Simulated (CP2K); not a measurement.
# NbP (I4_1md) in CP2K: further runs, part 2 of 2

CP2K 2026.2. Earlier steps stand in the parts before.

### Step 4. Band structure, r2SCAN

Input file nbp_bands.inp:

```
&GLOBAL
  PROJECT nbp_bands
  RUN_TYPE ENERGY_FORCE
  PRINT_LEVEL LOW
&END GLOBAL
&FORCE_EVAL
  METHOD QS
  STRESS_TENSOR ANALYTICAL
  &DFT
    BASIS_SET_FILE_NAME BASIS_MOLOPT_UZH
    POTENTIAL_FILE_NAME POTENTIAL_UZH
    &MGRID
      CUTOFF 675
      REL_CUTOFF 60
      NGRIDS 5
    &END MGRID
    &QS
      METHOD GPW
      EPS_DEFAULT 1.0E-9
    &END QS
    &KPOINTS
      SCHEME MONKHORST-PACK 8 8 8
      GAMMA_CENTERED T
      SYMMETRY T
      SYMMETRY_BACKEND SPGLIB
    &END KPOINTS
    &SCF
      SCF_GUESS ATOMIC
      EPS_SCF 1.0E-6
      MAX_SCF 100
      ADDED_MOS 20
      CHOLESKY OFF
      EPS_EIGVAL 1.0E-7
      &DIAGONALIZATION ON
        ALGORITHM STANDARD
      &END DIAGONALIZATION
      &MIXING ON
        METHOD BROYDEN_MIXING
        ALPHA 0.4
        BETA 1.5
        NBUFFER 8
      &END MIXING
      &SMEAR ON
        METHOD FERMI_DIRAC
        ELECTRONIC_TEMPERATURE 116.05
      &END SMEAR
    &END SCF
    &XC
      &XC_FUNCTIONAL
        &MGGA_X_R2SCAN
        &END MGGA_X_R2SCAN
        &MGGA_C_R2SCAN
        &END MGGA_C_R2SCAN
      &END XC_FUNCTIONAL
    &END XC
    &PRINT
      &KPOINTS ON
      &END KPOINTS
      &MULLIKEN ON
      &END MULLIKEN
      &MO ON
        ENERGIES T
        OCCUPATION_NUMBERS T
        &EACH
          QS_SCF 0
        &END EACH
        ADD_LAST NUMERIC
      &END MO
      &BAND_STRUCTURE
        FILE_NAME bands.bs
        ADDED_MOS 2
        &KPOINT_SET
          UNITS B_VECTOR
          NPOINTS 8
          SPECIAL_POINT GAMMA 0.00000000 0.00000000 0.00000000
          SPECIAL_POINT X -0.50000000 -0.50000000 0.00000000
          SPECIAL_POINT Y -0.45742843 -0.54257157 0.04257157
          SPECIAL_POINT S 0.00000000 -0.54257157 0.27128579
          SPECIAL_POINT GAMMA 0.00000000 0.00000000 0.00000000
          SPECIAL_POINT Z 0.00000000 0.00000000 -0.50000000
          SPECIAL_POINT S1 0.00000000 -0.45742843 -0.27128579
          SPECIAL_POINT N 0.00000000 -0.50000000 0.00000000
          SPECIAL_POINT P -0.50000000 -0.50000000 -0.25000000
          SPECIAL_POINT Y1 -0.45742843 -0.45742843 -0.50000000
          SPECIAL_POINT Z 0.00000000 0.00000000 -0.50000000
        &END KPOINT_SET
        &KPOINT_SET
          UNITS B_VECTOR
          NPOINTS 8
          SPECIAL_POINT X -0.50000000 -0.50000000 0.00000000
          SPECIAL_POINT P -0.50000000 -0.50000000 -0.25000000
        &END KPOINT_SET
      &END BAND_STRUCTURE
    &END PRINT
  &END DFT
  &SUBSYS
    &CELL
      A 3.3498465088 0.0000000000 0.0000000000
      B 0.0000000000 3.3498465088 0.0000000000
      C 1.6749232544 -1.6749232544 5.7401081759
      PERIODIC XYZ
    &END CELL
    &COORD
      SCALED
      Nb  0.2498808000 0.2501192000 0.5002384000
      Nb  0.4998808000 0.5001192000 0.0002384000
      P   0.8327477700 0.6672522300 0.3345044600
      P   0.0827477700 0.9172522300 0.8345044600
    &END COORD
    &KIND Nb
      BASIS_SET DZVP-MOLOPT-SCAN-GTH-q13
      POTENTIAL GTH-SCAN-q13
    &END KIND
    &KIND P
      BASIS_SET DZVP-MOLOPT-SCAN-GTH-q5
      POTENTIAL GTH-SCAN-q5
    &END KIND
    &PRINT
      &ATOMIC_COORDINATES ON
      &END ATOMIC_COORDINATES
      &CELL ON
      &END CELL
    &END PRINT
  &END SUBSYS
  &PRINT
    &FORCES ON
    &END FORCES
    &STRESS_TENSOR ON
    &END STRESS_TENSOR
  &END PRINT
&END FORCE_EVAL
```

Potentials or basis: POTENTIAL_UZH Nb GTH-SCAN-q13, P GTH-SCAN-q5; DZVP-MOLOPT-SCAN-GTH basis.

Run with:

```sh
OMP_NUM_THREADS=1 mpirun -n 4 cp2k.psmp -i nbp_bands.inp -o nbp_bands.out
```

nbp_bands.out:

```text

 CP2K| version string:                                       CP2K version 2026.2
 CP2K| Input file name                                             nbp_bands.inp

 GLOBAL| Force Environment number                                              1
 GLOBAL| Basis set file name                                    BASIS_MOLOPT_UZH
 GLOBAL| Potential file name                                       POTENTIAL_UZH
 GLOBAL| MM Potential file name                                     MM_POTENTIAL
 GLOBAL| Coordinate file name                                      __STD_INPUT__
 GLOBAL| Method name                                                        CP2K
 GLOBAL| Project name                                                  nbp_bands
 GLOBAL| Run type                                                   ENERGY_FORCE
 GLOBAL| FFT library                                                       FFTW3
 GLOBAL| Diagonalization library                                       ScaLAPACK
 GLOBAL| Cholesky decomposition library                                ScaLAPACK
 GLOBAL| DGEMM library                                                      BLAS
 GLOBAL| Direct generalized diagonalization requested                          F
[... 844 lines left out ...]
 KPOINTS| Special point     1           X    -0.500000    -0.500000     0.000000
 KPOINTS| Special point     2           P    -0.500000    -0.500000    -0.250000

 ENERGY| Total FORCE_EVAL ( QS ) energy [hartree]           -126.584029189175283

 FORCES| Atomic forces [hartree/bohr]
 FORCES|   Atom     x               y               z               |f|
 FORCES|      1  9.59611106E-06 -1.22398966E-05 -2.74532448E-04   2.74972663E-04
 FORCES|      2 -1.65286383E-05  1.34078932E-05 -2.64794425E-04   2.65648368E-04
 FORCES|      3 -1.18710657E-06  3.27593274E-06  2.57160578E-04   2.57184183E-04
 FORCES|      4  2.64732043E-06 -2.30481496E-07  2.52968075E-04   2.52982032E-04
 FORCES| Sum    -5.47231342E-06  4.21344785E-06 -2.91982209E-05
 FORCES| Total atomic force                                       3.00039241E-05

 STRESS| Analytical stress tensor [bar]
 STRESS|                        x                   y                   z
 STRESS|      x       -4.17867848469E+03  -1.23133063798E+01   5.78199049246E+00
 STRESS|      y       -1.23133063798E+01  -4.18212585545E+03  -8.25544214733E+00
 STRESS|      z        5.78199049246E+00  -8.25544214733E+00   4.75880595029E+03
 STRESS| 1/3 Trace                                            -1.20066612995E+03
 STRESS| Determinant                                           8.31634517552E+10

 STRESS| Eigenvectors and eigenvalues of the analytical stress tensor [bar]
 STRESS|                        1                   2                   3
 STRESS| Eigenvalues  -4.19283619904E+03  -4.16797951891E+03   4.75881732810E+03
 STRESS|      x           0.656183719758      0.754600891697      0.000648209203
 STRESS|      y           0.754601121057     -0.656183125289     -0.000924222234
 STRESS|      z           0.000272074981     -0.001095598975      0.999999362819
```

Wall time 2.5 min (4 MPI ranks of AMD EPYC 7R43 (Zen 3), shared host).

What came out:

```
Free energy            : -3444.5266 eV
Pressure               : -0.1 GPa
Largest force          : 0.014 eV/Å
Band gap on the k mesh : none (metal or under the smearing width)
Mulliken charges       : Nb -0.15; P +0.15 e
```

Forces in eV/Å, atoms in the order of the input:
```
Nb   0.000 -0.001 -0.014
Nb  -0.001  0.001 -0.014
P    0.000  0.000  0.013
P    0.000  0.000  0.013
```

Levels at the corners of the path, in eV from the Fermi level:
| point | band 14 | band 15 | band 16 | band 17 | band 18 | band 19 | band 20 | band 21 | band 22 | band 23 |
| --- | --- | --- | --- | --- | --- | --- | --- | --- | --- | --- |
| Γ | -2.45 | -2.23 | -1.82 | -1.49 | -1.49 | 0.86 | 1.68 | 2.88 | 3.30 | 3.30 |
| X | -4.89 | -3.07 | -3.07 | -0.44 | -0.44 | 3.10 | 3.10 | 3.23 | 3.23 | 4.36 |
| Y | -4.84 | -3.04 | -3.04 | -0.48 | -0.48 | 2.90 | 2.90 | 3.31 | 3.31 | 4.33 |
| S | -3.45 | -2.51 | -2.35 | -1.53 | -0.15 | 0.08 | 1.72 | 2.53 | 2.88 | 3.35 |
| Γ | -2.45 | -2.23 | -1.82 | -1.49 | -1.49 | 0.86 | 1.68 | 2.88 | 3.30 | 3.30 |
| Z | -2.93 | -2.79 | -2.79 | -0.65 | -0.65 | 1.24 | 1.24 | 2.45 | 2.45 | 3.80 |
| S1 | -3.45 | -2.51 | -2.35 | -1.53 | -0.15 | 0.08 | 1.72 | 2.53 | 2.88 | 3.35 |
| N | -3.48 | -2.53 | -2.01 | -1.59 | -0.19 | 0.08 | 1.39 | 2.63 | 2.78 | 3.46 |
| P | -4.80 | -3.12 | -3.12 | -0.42 | -0.42 | 3.11 | 3.11 | 3.20 | 3.20 | 4.38 |
| Y1 | -4.84 | -3.04 | -3.04 | -0.48 | -0.48 | 2.90 | 2.90 | 3.31 | 3.31 | 4.33 |
| Z | -2.93 | -2.79 | -2.79 | -0.65 | -0.65 | 1.24 | 1.24 | 2.45 | 2.45 | 3.80 |
| X | -4.89 | -3.07 | -3.07 | -0.44 | -0.44 | 3.10 | 3.10 | 3.23 | 3.23 | 4.36 |
| P | -4.80 | -3.12 | -3.12 | -0.42 | -0.42 | 3.11 | 3.11 | 3.20 | 3.20 | 4.38 |

Caveat: Mulliken charges move with the basis; the basis of atomic orbitals isn't converged, which shifts pressures, moduli and gaps.

### Step 5. The runs side by side

| level | potentials or basis | smearing | EPS_DEFAULT | NGRIDS | points a segment of the path (NPOINTS) | bands added on the path | CUTOFF of the grids | gap on the mesh (eV) | pressure (GPa) | largest force (eV/Å) |
| --- | --- | --- | --- | --- | --- | --- | --- | --- | --- | --- |
| PBEsol | POTENTIAL_UZH Nb GTH-PBE-q13, P GTH-PBE-q5; DZVP-MOLOPT-PBE-GTH basis | fermi-dirac 0.1 eV | 1.0E-10 | 4 | 8 | 6 | 450 Ry | none | -3.8 | 0.02 |
| LDA | GTH_POTENTIALS Nb GTH-PADE-q13, P GTH-PADE-q5; DZVP-MOLOPT-PBE-GTH basis | fermi-dirac 0.05 eV | 1.0E-10 | 4 | 6 | 6 | 450 Ry | none | -9.5 | 0.02 |
| r2SCAN | POTENTIAL_UZH Nb GTH-SCAN-q13, P GTH-SCAN-q5; DZVP-MOLOPT-SCAN-GTH basis | fermi-dirac 0.01 eV | 1.0E-9 | 5 | 8 | 2 | 675 Ry | none | -0.1 | 0.01 |

Alike in all rows: task band structure; no spin polarisation; cell as given; k mesh 8 × 8 × 8.

Caveats: the basis of atomic orbitals isn't converged, which shifts pressures, moduli and gaps; the potentials were made for another functional, which shifts forces and pressure (some runs).

Total energies depend on the potentials used, so only differences within one code and one set of settings carry meaning.
